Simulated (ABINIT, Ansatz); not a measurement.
An input for ABINIT 10.8.3 (KCl (Sylvite)):

```
acell 3*1.0 Angstrom
rprim 
  -0.000000000000 3.146470000000 3.146470000000
  3.146470000000 0.000000000000 3.146470000000
  3.146470000000 3.146470000000 -0.000000000000
ntypat 2
znucl 19 17
natom 2
typat 1 2
xred 
  0.000000000000 0.000000000000 0.000000000000
  0.500000000000 0.500000000000 0.500000000000
pp_dirpath "pseudos"
pseudos "K.upf, Cl.upf"
ecut 33
ngkpt 4 4 4
nshiftk 1
shiftk 0 0 0
kptopt 1
chksymbreak 0
istwfk *1
occopt 1
irdwfk 1
optdriver 99
bs_calctype 1
mbpt_sciss 2.731 eV
bs_loband 6
nband 14
bs_exchange_term 1
bs_coulomb_term 21
bs_coupling 0
bs_algorithm 2
bs_freq_mesh 0 14 0.1 eV
zcut 0.15 eV
ecuteps 4
ecutwfn 16.5
inclvkb 2
mdf_epsinf 2.32
irdden 1
bs_haydock_niter 300
bs_haydock_tol -0.02 0
indata_prefix "in"
outdata_prefix "out"
tmpdata_prefix "tmp"
```

```sh
OMP_NUM_THREADS=1 mpirun -n 4 abinit run.abi > log
```

Question: Estimate wall time and host memory on 4 MPI ranks of Arm Neoverse V2, shared host.

It took 31 s; on shared hardware allow 16 s to 63 s. Peak host memory was 0.37 GiB.

The kernel grows as the square of the matrix size, and full diagonalisation as its cube.

[Paths, hosts, dates, memory and timing lines, banners, echoed tables and standing remarks are left out of the program output.]

[Logs are printed without paths, hosts, clocks, repeated set-up lines and the standing remarks that a program may print on its own settings, such as how far it seeks lower states.]

[Runs of the session that timed out or met a known fault of the program may be left out.]

[Hosts, paths, dates, database ids (printed as entryN), source tags and the programs' standing remarks are cut or masked in the printed files.]

[G0W0 gaps are taken among the corrected bands and points alone; a level outside them can change the order at an edge.]

[Where Ansatz stands beside ABINIT at settings called matched, ABINIT's density can come from a denser mesh and the files from another edition; pairs whose starting gaps differed by over 0.03 eV were left out, so agreement reads better than it is.]
